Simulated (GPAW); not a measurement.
Crystal: Ni.

```
Ni
1.0
    -1.38372    1.38372    1.38372
     1.38372   -1.38372    1.38372
     1.38372    1.38372   -1.38372
Ni
1
Cartesian
  0.0000 0.0000 0.0000
```

This isn't the form of Ni at room conditions, which is fcc.

Base run:

* Program: GPAW 26.7.0
* Functional: r2SCAN
* Potentials or basis: GPAW PAW data sets (gpaw-data 1.2.1)
* Cutoff: 600 eV
* Basis: pw
* k mesh: 13 × 13 × 13
* Occupations: fermi-dirac, width 0.05 eV
* Spin: collinear spin, ferromagnetic start
* Starting moments: [1.0] μB
* Hubbard terms: Ni d U = 1 eV

Its results: band gap on the k mesh none (metal or under the smearing width); pressure 3.4 GPa; net moment 0.66 μB per cell; site moments Ni +0.72 μB.

Task: The run is repeated on the same cell with these changes: hubbard terms from Ni d U = 1 eV to Ni d U = 3 eV. What comes out?

Result: Band gap on the k mesh none (metal or under the smearing width); pressure 2.5 GPa; net moment 0.67 μB per cell; site moments Ni +0.75 μB.

Caveats: the stock nickel data set gives pressures a few GPa off other programs; the PAW data sets were made with another functional, which shifts forces and pressure a little; the U is typed as a test and isn't derived for this compound.
